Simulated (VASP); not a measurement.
## AlP: single point with PBE

**The experiment to reproduce.**

From a printed reference work, data compilation, for a bulk crystal of AlP at 4.2 K: band gap 2.505 eV (indirect).

The system is AlP.

```
P Al
1.0
     0.00000    2.75249    2.75249
     2.75249    0.00000    2.75249
     2.75249    2.75249    0.00000
P Al
1 1
Direct
  0.75000 0.75000 0.75000
  0.00000 0.00000 0.00000
```

```json
{"Program": "VASP 6.6.1", "Task": "single point", "Functional": "PBE", "Potentials or basis": "VASP PAW PBE potentials, release 64 (P, Al)", "Cutoff": "500 eV", "k mesh": "12 × 12 × 12", "Occupations": "fermi-dirac, width 0.02 eV", "Spin": "no spin polarisation"}
```

```
Pressure               : 0.0 GPa
Band gap on the k mesh : 1.63 eV (least direct gap 3.10 eV)
```

Levels at points of the mesh, in eV from the valence-band top:
```
           k point  band 1  band 2  band 3  band 4  band 5  band 6  band 7  band 8
(0.00, 0.00, 0.00)  -11.37    0.00    0.00    0.00    3.10    4.53    4.53    4.53
(0.50, 0.00, 0.00)   -9.75   -5.42   -0.75   -0.75    2.72    4.81    4.81    8.21
(0.50, 0.50, 0.00)   -9.11   -5.22   -2.05   -2.05    1.63    2.47   10.86   10.86
```

Run time: 22 s on 1 thread of Intel Xeon 8259CL, on a shared host, peak memory 0.17 GiB.

Against the measured gap of AlP, 2.505 eV (indirect; 4.2 K; a printed reference work, data compilation), the calculated 1.63 eV is off by -0.88 eV. The value is that of PBE on a finite k mesh, which can miss the band edges, without temperature or zero-point motion. Semilocal functionals fall short of measured gaps as a rule.
